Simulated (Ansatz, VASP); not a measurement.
**SiC in VASP and in Ansatz**

```
Si C
1.0
     0.00000    2.11077    2.11077
     2.11077    0.00000    2.11077
     2.11077    2.11077    0.00000
Si C
1 1
Direct
  0.00000 0.00000 0.00000
  0.25000 0.25000 0.25000
```

Alike in both runs: task single point; functional r2SCAN; k mesh 10 × 10 × 10; occupations gaussian, width 0.02 eV; no spin polarisation.

```csv
,VASP,Ansatz
version,VASP 6.6.1,Ansatz 0.2.0
potentials or method,"VASP PAW PBE potentials, release 64 (Si, C)","scalar-relativistic, plane waves, PAW"
plane-wave cutoff (eV),520,500
valence electrons in the cell,8,8
```

|  | VASP | Ansatz | Ansatz less VASP |
| --- | --- | --- | --- |
| gap on the k mesh at the Fermi level (eV) | 1.66 | 1.64 | -0.014 |
| least direct gap on the mesh (eV) | 5.17 | 5.16 | -0.015 |
| pressure (GPa) | 25.4 | 25.7 | +0.28 |

The functional is the same, so the differences come from potentials, cutoffs and numerics.

Caveats: so large a pressure means that the cell lies far from this level's equilibrium, or that cutoff or potentials fall short (VASP); the potentials were made for another functional, which shifts forces and pressure (VASP). r2SCAN opens gaps a little over a GGA but as a rule still falls short of measured ones. A k mesh can miss the band edges.
